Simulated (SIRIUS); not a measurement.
Runs of SIRIUS 7.12.0 on CuO (Tenorite). It takes space group Cc (No. 9, monoclinic). Conventional cell: a = 4.689 Å, b = 3.427 Å, c = 5.132 Å, α = 90.00°, β = 99.65°, γ = 90.00°. Cu (site symmetry 1) is surrounded by 4 O at 1.91 to 2.02 Å. Around O (site symmetry 1) lie 4 Cu at 1.91 to 2.02 Å. 

```tsv
level	k mesh	cutoff (eV)	muffin tin radii	basis cutoff (gk_cutoff)	cutoff of density and potential (pw_cutoff)	reference energy of the basis	mesh quality	gap on the mesh (eV)	largest force (eV/Å)
LDA	5 × 5 × 2	350	Cu 2.13, O 1.42 bohr	5.07 1/bohr	26 1/bohr	0.24 Ha	coarse	none	0.84
PW91	5 × 5 × 2	350	Cu 2.13, O 1.42 bohr	5.07 1/bohr	34 1/bohr	0.24 Ha	coarse	none	0.77
RPBE	5 × 5 × 2	350	Cu 2.13, O 1.42 bohr	5.07 1/bohr	26 1/bohr	0.24 Ha	coarse	none	0.78
PBEsol	5 × 5 × 2	350	Cu 2.13, O 1.42 bohr	5.07 1/bohr	26 1/bohr	0.24 Ha	coarse	none	0.79
revPBE	5 × 5 × 2	350	Cu 2.13, O 1.42 bohr	5.07 1/bohr	26 1/bohr	0.24 Ha	coarse	none	0.77
AM05	5 × 5 × 2	350	Cu 2.13, O 1.42 bohr	5.07 1/bohr	26 1/bohr	0.24 Ha	coarse	none	0.79
BLYP	5 × 5 × 2	350	Cu 2.13, O 1.42 bohr	5.07 1/bohr	26 1/bohr	0.24 Ha	coarse	none	0.80
PBEsol	10 × 10 × 5	365	Cu 2.08, O 1.39 bohr	5.18 1/bohr	27 1/bohr	0.23 Ha	not flagged	none	(a)
WC	5 × 5 × 2	350	Cu 2.13, O 1.42 bohr	5.07 1/bohr	26 1/bohr	0.24 Ha	coarse	none	0.79
```

Alike in all rows: task single point; potentials or basis all-electron FP-LAPW, apw+lo standard; no spin polarisation; cell as given; smearing fermi-dirac 0.05 eV.

Problem. Fill in the values left out.

Solution. (a) 0.76.

Caveats: some runs use coarse meshes; the run has no spin polarisation, though such a crystal can be magnetic; semilocal functionals often make such compounds metallic where correlation or magnetic order opens a gap, which also shifts bond lengths.

A gap of «none» marks a metal or a gap under the smearing width.

Runs at the PBE level aren't shown here.
